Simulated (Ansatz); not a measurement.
Runs of Ansatz 0.2.0 on Al. Symmetry: P6/mmm, No. 191, hexagonal system. The conventional cell has a = 4.492 Å, b = 4.492 Å, c = 2.723 Å, α = 90.00°, β = 90.00°, γ = 120.00°. Around Al (site symmetry -6m2) lie 5 Al at 2.59 to 2.72 Å. The cell was built by a generator and needn't be a form met in nature.

```tsv
level	gap on the mesh (eV)	pressure (GPa)	relaxed volume (Å³/atom)
PBE+D3(BJ)	none	0.0	23.77
PBE+D4	none	0.0	23.77
PBE+D3(BJ)-ATM	none	0.0	23.82
PBE	none	0.0	(a)
```

Alike in all rows: task relaxation of cell and atoms; potentials or basis Ansatz PAW; no spin polarisation; cell relaxed; k mesh 7 × 7 × 10; cutoff (eV) 420; smearing fermi-dirac 0.05 eV.

Question: Estimate the missing entries.

Answer: (a) 24.60.

Caveats: the plane-wave basis is chosen anew once the cell has moved, so the energies of steps on either side of that aren't comparable; pairwise dispersion overbinds metals, which lowers pressure and volume (some runs).

A gap of «none» marks a metal or a gap under the smearing width.
